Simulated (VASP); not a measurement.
ZnSe, 4 atoms in the cell. Symmetry: P4/nmm, No. 129, tetragonal system. The conventional cell has a = 3.933 Å, b = 3.933 Å, c = 5.994 Å, α = 90.00°, β = 90.00°, γ = 90.00°. Zn (site symmetry -4m2) has 4 Se at 2.41 Å as nearest neighbours. Se (site symmetry 4mm) is surrounded by 4 Zn at 2.41 Å. Measurements of this composition are mostly on another form, of space group No. 216. The cell isn't the ideal one: functional LDA, strained and moved within the space group.

```yaml
Program: VASP 6.6.1
Task: single point
Functional: LDA
Potentials_or_basis: VASP PAW LDA potentials, release 64 (Zn, Se)
Cutoff: 520 eV
k_mesh: 8 × 8 × 6
Occupations: gaussian, width 0.02 eV
Spin: no spin polarisation
Dipole_correction: no
Further_INCAR_settings: ALGO = Fast; EDIFF = 1e-06; NBANDS = 26
```

Potentials or basis: VASP PAW LDA potentials, release 64 (Zn, Se).

The run is started by

```sh
$ cat potpaw_LDA.64/Zn/POTCAR potpaw_LDA.64/Se/POTCAR > POTCAR
$ mpirun -np 1 vasp_std > vasp.out
```

Hardware: 1 thread of Intel(R) Xeon(R) Platinum 8375C CPU @ 2.90GHz (Ice Lake) (shared host).

**Question.** How long does it take, and how much memory?

**Answer.** It took 110 s on 1 thread of Intel(R) Xeon(R) Platinum 8375C CPU @ 2.90GHz (Ice Lake), with other jobs on the host, peak memory 0.25 GiB. Counts: scf iterations 14, k points 60.
